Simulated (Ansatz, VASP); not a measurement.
# Al14N13 (Al_N) in two plane-wave programs

Wanted: the spread between two codes on one cell, functional and k mesh. Of the first pair: The structure shown is the start of the Ansatz relaxation below; VASP solves that cell, so the two are compared at the walk's first step.

Program: Ansatz 0.2.0. Level of theory: plane waves, with VASP 6.6.1 beside it; single point at r2SCAN. Results are calculated unless marked as measured.

## (1) The starting structure

The cell holds 54 atoms: 28 Al and 26 N. Cell: a = 9.269 Å, b = 9.269 Å, c = 9.269 Å, α = 60.0°, β = 60.0°, γ = 60.0°. It derives from AlN (AlN (F-43m)). Nearest the centre at fractional (0.417, 0.417, 0.417): Al15 at 0.05 Å, Al14 at 1.84 Å, Al18 at 1.92 Å, Al24 at 1.92 Å, Al16 at 1.92 Å, N41 at 3.04 Å, N47 at 3.05 Å, N40 at 3.06 Å. The cell carries charge −2.

Structure file:

```
Al N
1.0
     0.00000    6.55419    6.55419
     6.55419    0.00000    6.55419
     6.55419    6.55419    0.00000
Al N
28 26
Direct
  0.99490 0.99790 0.00261
  0.99423 0.00399 0.33231
  0.99475 0.99951 0.67218
  0.00333 0.33484 0.99351
  0.99598 0.33841 0.33561
  0.99536 0.33328 0.66543
  0.00073 0.66204 0.00573
  0.99757 0.67287 0.33327
  0.00238 0.66787 0.66960
  0.33542 0.00211 0.00241
  0.33882 0.00062 0.33240
  0.32932 0.99833 0.67291
  0.33627 0.33744 0.99847
  0.33688 0.33583 0.33356
  0.41730 0.41106 0.42179
  0.33658 0.32873 0.67092
  0.33875 0.66840 0.99679
  0.33725 0.67021 0.33072
  0.32999 0.66241 0.67031
  0.67285 0.99785 0.99988
  0.66048 0.00070 0.33756
  0.66070 0.99982 0.66837
  0.66159 0.33883 0.00082
  0.67034 0.33728 0.32988
  0.66685 0.33948 0.66305
  0.66957 0.66155 0.00436
  0.67166 0.66314 0.32946
  0.66681 0.67046 0.66895
  0.08537 0.08771 0.08279
  0.08514 0.07683 0.41993
  0.07813 0.08168 0.75187
  0.08762 0.41607 0.08553
  0.07723 0.41789 0.42105
  0.07957 0.42151 0.75262
  0.07810 0.75348 0.08128
  0.08348 0.74878 0.42250
  0.07897 0.75173 0.74728
  0.41240 0.08072 0.08895
  0.41009 0.08542 0.41944
  0.41930 0.08768 0.74850
  0.41451 0.41810 0.08876
  0.41014 0.41799 0.75219
  0.41538 0.75530 0.08452
  0.41675 0.75618 0.41396
  0.41750 0.74425 0.74997
  0.74630 0.08148 0.08253
  0.74344 0.08550 0.41823
  0.74432 0.08268 0.75153
  0.75513 0.41864 0.08095
  0.74558 0.42010 0.42079
  0.74967 0.42033 0.74391
  0.75520 0.74469 0.08461
  0.75383 0.75284 0.41590
  0.74887 0.75548 0.74487
```

## (2) Ansatz: relaxation, r2SCAN

Ansatz runs on its PAW soft_1 files.

The two programs are compared at the cell with which this relaxation starts, whose forces are those of its first step.

Contents of input.yaml:

```yaml
crystal:
  lattice:
    - [0.0, 2.18472995, 2.18472995]
    - [2.18472995, 0.0, 2.18472995]
    - [2.18472995, 2.18472995, 0.0]
  atoms:
    - { symbol: Al, position: [0.0, 0.0, 0.0] }
    - { symbol: "N", position: [0.25, 0.25, 0.25] }
  supercell: [3, 3, 3]
  defects: [{ substitution: { at: 27, symbol: Al } }]
total_charge: -2
basis:
  ecutwfc: 500
  xc_grid: 2
hamiltonian:
  xc: r2scan
  pseudopotentials: { kind: paw, azcp: { folder: soft_1 } }
kpoints:
  mp_grid: { grid: [1, 1, 1], shift: [0.25, 0.25, 0.25] }
magnetization:
  spin_polarized: true
  initial_magnetization: 2
  spin_locking: { lock_magnetization: hard }
scf:
  occupations: { method: fixed }
  max_iter: 80
output:
  forces: true
  charged_corrections: { epsilon: 4.64, static_epsilon: 8.51 }
relax:
  f_tol: 0.02
  max_steps: 80
  random_displacement: { amplitude: 0.05, seed: 9926 }
checkpoint:
  write: "../qm2_M2.relax.run"
  compress: false
  write_wavefunctions: true
  write_every: 100000
```

On the command line:

```
$ ansatz run input.yaml --threads 4 --pin off --max-ram 7536MiB --backend cpu --events-out ev --progress --plain --runs-dir out
```

Numbers of over 12 decimals in the logs are rounded to 6 here.

Log:

```text
Warning: This run holds its total moment fixed (magnetization.spin_locking.lock_magnetization: hard) and mixes its density by anderson or broyden (scf.mixing.algorithm, typed or taken by auto). Slabs with a fixed moment have converged under broyden above another state at the same moment, at the default mixing steps and at smaller ones, and under scf.lower_state_search: standard, light or off a state that such a mixer [...]
Engine: ansatz 0.2.0, x86_64-unknown-linux-gnu
Pseudopotentials: kind: paw
Pseudopotential: Al, paw, valence charge 3, recommended cutoff 500 eV (meta_gga), soft_1/Al.paw.azcp
Pseudopotential: N, paw, valence charge 5, recommended cutoff 500 eV (meta_gga), soft_1/N.paw.azcp
Functional definition: r2SCAN
  parameter k0 = 0.174
  parameter k1 = 0.065
  parameter a1 = 4.9479
  exchange = r2scan_x(k0 = k0, k1 = k1, a1 = a1)
  correlation = r2scan_c
Crystal: 54 atoms, lattice volume = 563.102 Å³
Basis set: ecut = 500 eV, 14331 PW (Γ), exchange–correlation on 144×144×144 points (8 copies of the dense FFT grid, shifted against one another)
Bands: 163, of which v1, the nominal top of the filled ones, is band 108 counted from 1 (107 counted from 0)
Symmetry: 1 space group operations
k-points: 1
Non-local potential: Al, projectors of the file, l = 0: 2, l = 1: 2, l = 2: 1
Non-local potential: N, projectors of the file, l = 0: 2, l = 1: 2, l = 2: 1
PAW form: soft (Blöchl's): semilocal exchange-correlation on the pseudo side does not see the compensation charge
PAW frozen core: Al, regenerated for the run's functional (the file was generated under x = pbe(κ = 0.804, μ = 0.219515), c = pbe(β = 0.066725))
PAW frozen core: N, regenerated for the run's functional (the file was generated under x = pbe(κ = 0.804, μ = 0.219515), c = pbe(β = 0.066725))
PAW one-centre angular grid: Al, 302 points (default); XC on 160 Gauss nodes
PAW one-centre angular grid: N, 302 points (default); XC on 160 Gauss nodes
Initial density: superposition of atomic densities (chi_scale 0.1, normalization cell, long waves kept (reshape's long-wave potential 0.31 eV rms))
Starting moments: Σ|m| = 2 μB on 54 of 54 sites
Initial wavefunctions: pseudopotential atomic-orbital guess
Functional: x = r2scan, c = r2scan; τ floored in thin density (d = 2e-4 eV/Å³)
SCF iter   1: F=—  HF=-25203.125304 eV  |F-HF|=—  |Δ(HF+E_count)|=         —  Δρ=6.11e-2 (↑6.11e-2 ↓6.08e-2)  dr2=1.15e2  dr2_τ=3.21e0  dr2_m=1.68e-1  M=2.000 μB ∫|m|=2.006 μB  β_m=1.20  ethr=3.10e-3  ⟨swp⟩=5.0  Hψ=1084  notcnv=0  defer=104
preconditioner: auto → Resta (q_TF=auto, 2.326 Å⁻¹)  ε∞=3.4  [insulator: Δε(μ)=0.064 eV  Ē_g=14.930 eV  n_scr=112 (ndim 8)  ℏωp=23.0 eV  f_vac=0.000  ε∞_Penn≈3.4]
spin=Collinear: Resta preconditioning applied to the charge; magnetization (m = ρ↑ − ρ↓) channel mixes plain (no charge-response kernel on spin).
SCF iter   2: F=—  HF=-25183.064758 eV  |F-HF|=—  |Δ(HF+E_count)|=    2.01e1  Δρ=3.38e-2 (↑3.35e-2 ↓3.38e-2)  dr2=3.69e1  dr2_τ=2.13e-1  dr2_m=1.15e-2  M=2.000 μB ∫|m|=2.124 μB  β_m=1.20  ethr=3.10e-3  ⟨swp⟩=3.0  Hψ=572  notcnv=0  defer=105  κ⁻¹=1.0e0(r=1)
SCF iter   3: F=—  HF=-25178.384610 eV  |F-HF|=—  |Δ(HF+E_count)|=    4.68e0  Δρ=1.69e-2 (↑1.67e-2 ↓1.69e-2)  dr2=4.44e0  dr2_τ=4.28e-2  dr2_m=8.10e-3  M=2.000 μB ∫|m|=2.264 μB  β_m=1.20  ethr=3.10e-3  ⟨swp⟩=3.0  Hψ=570  notcnv=0  defer=105  κ⁻¹=7.5e-2(r=2)
SCF iter   4: F=—  HF=-25178.823193 eV  |F-HF|=—  |Δ(HF+E_count)|=   4.39e-1  Δρ=1.08e-2 (↑1.08e-2 ↓1.07e-2)  dr2=1.35e0  dr2_τ=1.91e-2  dr2_m=3.75e-3  M=2.000 μB ∫|m|=2.247 μB  β_m=1.20  ethr=2.06e-3  ⟨swp⟩=2.0  Hψ=433  notcnv=0  defer=104  κ⁻¹=9.4e-3(r=3)
SCF iter   5: F=—  HF=-25178.946272 eV  |F-HF|=—  |Δ(HF+E_count)|=   1.23e-1  Δρ=3.30e-3 (↑3.30e-3 ↓3.20e-3)  dr2=2.11e-1  dr2_τ=1.77e-3  dr2_m=1.87e-3  M=2.000 μB ∫|m|=2.221 μB  β_m=1.20  ethr=6.24e-4  ⟨swp⟩=3.0  Hψ=398  notcnv=0  defer=105  κ⁻¹=8.8e-4(r=4)
SCF iter   6: F=—  HF=-25178.973837 eV  |F-HF|=—  |Δ(HF+E_count)|=   2.76e-2  Δρ=1.31e-3 (↑1.31e-3 ↓1.31e-3)  dr2=4.59e-2  dr2_τ=2.18e-4  dr2_m=6.61e-4  M=2.000 μB ∫|m|=2.204 μB  β_m=1.20  ethr=9.78e-5  ⟨swp⟩=2.0  Hψ=510  notcnv=0  defer=106  κ⁻¹=3.4e-4(r=5)
SCF iter   7: F=—  HF=-25178.980198 eV  |F-HF|=—  |Δ(HF+E_count)|=   6.36e-3  Δρ=6.56e-4 (↑5.91e-4 ↓6.56e-4)  dr2=9.28e-3  dr2_τ=4.80e-5  dr2_m=2.15e-4  M=2.000 μB ∫|m|=2.195 μB  β_m=1.20  ethr=2.12e-5  ⟨swp⟩=3.0  Hψ=395  notcnv=0  defer=106  κ⁻¹=1.4e-4(r=6)
[...]
atom  46  N      0.00018032    -0.00180987    -0.00161935
  atom  47  Al     0.00520921     0.00520106    -0.00506555
  atom  48  N      0.00265970     0.00048886    -0.00198046
  atom  49  Al     0.00225316     0.00206116    -0.00190079
  atom  50  N      0.00161673    -0.00040880     0.00097142
  atom  51  Al     0.00133229    -0.00592241    -0.00107992
  atom  52  N      0.00270160    -0.00080706    -0.00052464
  atom  53  Al     0.00076511    -0.00159885    -0.00177445
  atom  54  N      0.00344592    -0.00094627    -0.00277681
  max |Σ_I F_I| component: 1.02e-2 eV/Å
--- Charged-cell corrections in eV (Makov–Payne, q = -2.000 e, ε = 8.510) ---
  F (periodic)     = -25186.760628  (uncorrected; the corrections below are reported, never added to it)
  E_corr1          = +1.183667  (monopole, q²α_M/2εL)
  F Makov-Payne    = -25185.576961  (F + E_corr1; no measured alignment; for a localised charge, not one spread in a band: unchecked)
  no potential alignment in this run, which stands beside a crystal: run the host's input off ansatz write-host-input, and read the two finished runs by ansatz place-levels (neither reads a slab, a wire or a sheet, whose cell leaves a vacuum)
--- Band table (eV) ---
  k-point 0 ↑: bands = [... 104 lower, 6.6300, 9.7784, 10.0009, 10.1478, 10.3268, 11.5877, 11.7393, 12.0580, ... 51 higher]
  k-point 0 ↓: bands = [... 104 lower, 6.8370, 10.1854, 10.4179, 11.2577, 11.5445, 11.7302, 11.7605, 12.2045, ... 51 higher]
--- Relaxed structure (10 steps of the walk, 9 accepted, 0 SCFs on fresh bases) ---
  F+E_penalty+E_count = -25186.76062784 eV   max|allowed force component| = 1.362e-2 eV/Å
  atoms:
    - { symbol: Al, position: [-0.000130616, 0.000254836, 8.15228935432137e-5] }
    - { symbol: N, position: [0.086253, 0.080780, 0.080854] }
    - { symbol: Al, position: [-0.0036672, 0.010669, 0.330765] }
    - { symbol: N, position: [0.086206, 0.080739, 0.421240] }
    - { symbol: Al, position: [-0.000733986, 0.000797569, 0.668116] }
    - { symbol: N, position: [0.082116, 0.084823, 0.751060] }
    - { symbol: Al, position: [-0.00368357, 0.330739, 0.010785] }
    - { symbol: N, position: [0.086236, 0.421296, 0.080747] }
    - { symbol: Al, position: [-0.00347932, 0.330927, 0.330901] }
    - { symbol: N, position: [0.068572, 0.417863, 0.417591] }
    - { symbol: Al, position: [0.000200559, 0.335263, 0.666462] }
    - { symbol: N, position: [0.073203, 0.417463, 0.763089] }
    - { symbol: Al, position: [-0.000680676, 0.668183, 0.000636878] }
    - { symbol: N, position: [0.082152, 0.751220, 0.084586] }
    - { symbol: Al, position: [3.2006193139033634e-5, 0.666689, 0.335025] }
    - { symbol: N, position: [0.073501, 0.762777, 0.417277] }
    - { symbol: Al, position: [0.000160266, 0.667071, 0.666979] }
    - { symbol: N, position: [0.081663, 0.751841, 0.751674] }
    - { symbol: Al, position: [0.331932, 0.00020489, 0.000949394] }
    - { symbol: N, position: [0.414187, 0.084644, 0.084761] }
    - { symbol: Al, position: [0.331887, 0.000654383, 0.334753] }
    - { symbol: N, position: [0.415555, 0.075670, 0.416193] }
    - { symbol: Al, position: [0.332916, 0.00337919, 0.665248] }
    - { symbol: N, position: [0.415758, 0.071396, 0.763017] }
    - { symbol: Al, position: [0.331886, 0.334703, 0.000998013] }
    - { symbol: N, position: [0.415511, 0.416395, 0.075828] }
    - { symbol: Al, position: [0.314138, 0.325335, 0.325269] }
    - { symbol: Al, position: [0.433780, 0.410241, 0.412267] }
    - { symbol: Al, position: [0.321899, 0.318100, 0.703862] }
    - { symbol: N, position: [0.414124, 0.418401, 0.761467] }
    - { symbol: Al, position: [0.332961, 0.665437, 0.00291658] }
    - { symbol: N, position: [0.415801, 0.762120, 0.072123] }
    - { symbol: Al, position: [0.322379, 0.702382, 0.318630] }
    - { symbol: N, position: [0.414239, 0.761005, 0.418282] }
    - { symbol: Al, position: [0.332169, 0.666715, 0.666709] }
    - { symbol: N, position: [0.415280, 0.751156, 0.750877] }
    - { symbol: Al, position: [0.665095, 0.000892453, 0.000729354] }
    - { symbol: N, position: [0.749352, 0.084165, 0.083871] }
    - { symbol: Al, position: [0.663051, 0.00161003, 0.334953] }
    - { symbol: N, position: [0.752531, 0.071428, 0.421723] }
    - { symbol: Al, position: [0.662905, 0.00172996, 0.667406] }
    - { symbol: N, position: [0.748569, 0.084692, 0.750895] }
    - { symbol: Al, position: [0.663076, 0.335279, 0.00133395] }
    - { symbol: N, position: [0.752665, 0.422003, 0.071027] }
    - { symbol: Al, position: [0.732437, 0.314878, 0.314133] }
    - { symbol: N, position: [0.755241, 0.423733, 0.423485] }
    - { symbol: Al, position: [0.662283, 0.336323, 0.667452] }
    - { symbol: N, position: [0.748898, 0.417222, 0.751621] }
    - { symbol: Al, position: [0.663069, 0.667569, 0.00130141] }
    - { symbol: N, position: [0.748603, 0.751040, 0.084456] }
    - { symbol: Al, position: [0.662413, 0.667673, 0.336089] }
    - { symbol: N, position: [0.748879, 0.751937, 0.416928] }
    - { symbol: Al, position: [0.665636, 0.667439, 0.667160] }
    - { symbol: N, position: [0.749632, 0.751088, 0.750721] }
```

In the SCF lines HF is the Harris–Foulkes energy and dr2 the Hartree energy of the density residual, in eV; the loop may stop once dr2 is under the threshold and the program's other checks hold. Hψ counts applications of the Hamiltonian.

## (3) VASP: single point, r2SCAN, start cell, pair 1

The same cell, functional and mesh now go to VASP, with its own data sets.

Lines of VASP's logs that name or quote its potential files are left out, and so is its time.

Contents of INCAR:

```
SYSTEM = Al14N13
PREC = Accurate
ENCUT = 580
EDIFF = 1E-06
NELM = 200
ISMEAR = 0
SIGMA = 0.01
LREAL = Auto
ALGO = Normal
METAGGA = R2SCAN
LASPH = .TRUE.
NELECT = 216
NBANDS = 152
ISPIN = 2
MAGMOM = 0 0.01 0 0.01 0.01 0 0 0 -0 0 0 0 0 0 0.12 0.01 0 0.01 0 0 0 0 0 0.07 0 0 0 0 0.03 0.03 0 0.03 0 0.05 0 0.05 0 -0 0.01 -0 0.01 0.01 -0 0.01 0 0 0.11 -0 0.1 0.05 0 -0 0 0
LORBIT = 11
LWAVE = .FALSE.
LCHARG = .FALSE.
ISIF = 2
ISYM = 0
NUPDOWN = 2
GGA_COMPAT = .FALSE.
LMIXTAU = .TRUE.
NCORE = 2
```

Contents of POSCAR:

```
Al14N13
1.0
    0.0000000000      6.5541898631      6.5541898631
    6.5541898631      0.0000000000      6.5541898631
    6.5541898631      6.5541898631      0.0000000000
Al N
28 26
Direct
    0.9949033365      0.9979030971      0.0026090944
    0.9942256784      0.0039876782      0.3323086523
    0.9947548056      0.9995148142      0.6721804055
    0.0033268795      0.3348357380      0.9935104108
    0.9959796709      0.3384110083      0.3356057798
    0.9953610590      0.3332778796      0.6654322794
    0.0007329663      0.6620442939      0.0057348049
    0.9975681205      0.6728709562      0.3332738364
    0.0023808434      0.6678653795      0.6696036568
    0.3354218517      0.0021077357      0.0024067811
    0.3388244080      0.0006187645      0.3323995102
    0.3293196482      0.9983325933      0.6729108543
    0.3362713083      0.3374366697      0.9984716647
    0.3368824441      0.3358283092      0.3335602944
    0.4172958149      0.4110553793      0.4217944640
    0.3365792029      0.3287342975      0.6709206007
    0.3387504858      0.6684017539      0.9967869408
    0.3372474777      0.6702123515      0.3307169986
    0.3299910508      0.6624107770      0.6703106092
    0.6728511978      0.9978513744      0.9998777118
    0.6604806376      0.0006997814      0.3375580424
    0.6607015650      0.9998243109      0.6683716205
    0.6615910724      0.3388317315      0.0008166532
    0.6703350211      0.3372752462      0.3298770779
    0.6668519819      0.3394754419      0.6630454092
    0.6695688699      0.6615527763      0.0043598829
    0.6716582205      0.6631403104      0.3294565072
    0.6668109395      0.6704553258      0.6689480457
    0.0853717258      0.0877141969      0.0827927648
    0.0851412626      0.0768339048      0.4199292449
    0.0781284965      0.0816825590      0.7518653110
    0.0876178463      0.4160657620      0.0855347513
    0.0772321234      0.4178903964      0.4210520381
    0.0795685677      0.4215121255      0.7526187985
    0.0780972188      0.7534841229      0.0812847981
    0.0834790434      0.7487839996      0.4224991277
    0.0789660524      0.7517331055      0.7472765669
    0.4123957433      0.0807184429      0.0889453940
    0.4100933229      0.0854182609      0.4194444405
    0.4193017837      0.0876849026      0.7484953293
    0.4145057676      0.4180991941      0.0887576515
    0.4101406972      0.4179923159      0.7521944135
    0.4153810092      0.7553012811      0.0845175394
    0.4167489891      0.7561816340      0.4139588655
    0.4174978994      0.7442537677      0.7499667545
    0.7462965068      0.0814814662      0.0825317867
    0.7434385640      0.0854991252      0.4182345274
    0.7443180777      0.0826767322      0.7515270541
    0.7551307032      0.4186410613      0.0809498979
    0.7455758228      0.4200963899      0.4207947218
    0.7496683957      0.4203315829      0.7439117728
    0.7551974544      0.7446869258      0.0846053458
    0.7538293982      0.7528414805      0.4159011345
    0.7488712720      0.7554754445      0.7448689467
```

Contents of KPOINTS:

```
Points of the shifted mesh
1
Reciprocal
 0.2500000000  0.2500000000  0.2500000000 1
```

Potentials, in the order of the species: Al and N (PBE family, release 64).

On the command line:

```
$ mpirun -np 8 vasp_std
```

Log:

```text
[banner, memory and clock lines left out]
running    8 mpi-ranks, on    1 nodes
[...]
|                                                                             |
|               ----> ADVICE to this user running VASP <----                  |
|                                                                             |
|     You enforced a specific xc type in the INCAR file but a different       |
|     [... a line on the potential file left out ...]
|     I HOPE YOU KNOW WHAT YOU ARE DOING!                                     |
|                                                                             |

 LDA part: xc-table for (None), standard interpolation
 POSCAR, INCAR and KPOINTS ok, starting setup
[...]
entering main loop
       N       E                     dE             d eps       ncg     rms          rms(c)
DAV:   1     0.852185474326E+03    0.85219E+03   -0.10976E+05   608   0.145E+03
DAV:   2    -0.481187636735E+03   -0.13334E+04   -0.12665E+04   744   0.288E+02
DAV:   3    -0.588486913304E+03   -0.10730E+03   -0.10621E+03   736   0.882E+01
DAV:   4    -0.590160383705E+03   -0.16735E+01   -0.16687E+01   712   0.115E+01
DAV:   5    -0.590191244034E+03   -0.30860E-01   -0.30836E-01   768   0.144E+00BRMIX: very serious problems
 the old and the new charge density differ
 old charge density:   214.00000 new  216.00000
    0.470E+01
DAV:   6    -0.489524562043E+03    0.10067E+03   -0.22840E+02   704   0.329E+01    0.211E+01
DAV:   7    -0.469514926595E+03    0.20010E+02   -0.11280E+01   696   0.101E+01    0.123E+01
DAV:   8    -0.489345942780E+03   -0.19831E+02   -0.17747E+01   720   0.114E+01    0.722E+00
DAV:   9    -0.467006569798E+03    0.22339E+02   -0.89119E+00   640   0.890E+00    0.153E+00
[...]
DAV:  28    -0.472813677362E+03   -0.21333E-05   -0.16756E-06   464   0.463E-03    0.585E-03
DAV:  29    -0.472813677311E+03    0.51710E-07   -0.50710E-05   648   0.101E-02    0.424E-03
DAV:  30    -0.472813677903E+03   -0.59210E-06   -0.79599E-06   552   0.454E-03
   1 F= -.47281368E+03 E0= -.47281368E+03  d E =-.499971E-14  mag=     2.0000
```

OUTCAR, selected parts (step 3):

```text
  FREE ENERGIE OF THE ION-ELECTRON SYSTEM (eV)
  ---------------------------------------------------
  free  energy   TOTEN  =      -472.8136779028 eV

  energy  without entropy=     -472.8136779028  energy(sigma->0) =     -472.81367790

 magnetization (x)
# of ion       s       p       d       tot
------------------------------------------
    1        0.000   0.003   0.000   0.004
    2        0.000   0.006   0.000   0.006
    3        0.000   0.003   0.000   0.003
    4       -0.000   0.004   0.000   0.004
    5        0.000   0.004   0.000   0.005
    6        0.000   0.003   0.000   0.003
    7        0.000   0.003   0.000   0.003
    8        0.000   0.003   0.000   0.003
    9       -0.000   0.001   0.000   0.001
   10        0.001   0.005   0.000   0.005
   11        0.001   0.005   0.000   0.006
   12        0.001   0.005   0.000   0.005
   13        0.001   0.005   0.000   0.006
[...]
--------------------------------------------------
tot          0.110   0.604   0.000   0.714
```

The cell is charged against a uniform background.

The run ends at a pressure of 17.26 GPa, with forces up to 12 eV/Å.

## (4) Side by side

Known differences besides the potentials themselves: VASP starts from the moments at which Ansatz ended; VASP keeps PBE cores, Ansatz makes them for the functional; fixed occupations in Ansatz, narrow Gaussian smearing in VASP; the cutoff is 500 eV in Ansatz and 580 eV in VASP (PREC = Accurate, projectors in real space). Total energies have different zeros and are not compared.

Forces on 8 of the 54 atoms, those with the largest forces and the largest differences (eV/Å; atoms numbered as in POSCAR):

| atom | Ansatz x, y, z | VASP x, y, z |
| --- | --- | --- |
| Al4 | 0.712, 0.274, -0.010 | 0.770, 0.629, -0.096 |
| Al14 | -6.049, -6.971, -7.203 | -5.986, -7.159, -7.275 |
| Al15 | 1.787, 0.349, 2.322 | 1.928, 0.229, 2.353 |
| Al16 | 6.349, 4.375, -5.579 | 6.033, 4.736, -5.619 |
| Al18 | 4.392, -3.783, 4.143 | 4.134, -4.008, 4.187 |
| Al24 | -4.623, 4.158, 4.953 | -4.458, 4.533, 5.041 |
| N40 | -0.082, 1.058, -2.720 | -0.018, 1.150, -2.818 |
| N42 | 0.822, 1.918, 0.657 | 0.751, 1.989, 0.651 |

The forces differ by 112 meV/Å r.m.s., which is 6.7 % of the r.m.s. force of 1.661 eV/Å (both taken over all components). Moments aren't recorded for both runs of this pair, so they may hold unlike magnetic states. The cell carries a charge of -2 e against a uniform background, so its pressure also hangs on how the neutralising background is counted, and in a defect's cell a gap may be the spacing between its levels.

[end of part 1 of 2]

[Lines on the potential files, build, host, timing and source positions are cut from VASP's logs without a mark.]

[Logs are printed without paths, hosts, clocks, repeated set-up lines and the standing remarks that a program may print on its own settings, such as how far it seeks lower states.]

[Hosts, paths, dates, database ids (printed as entryN), source tags and the programs' standing remarks are cut or masked in the printed files.]
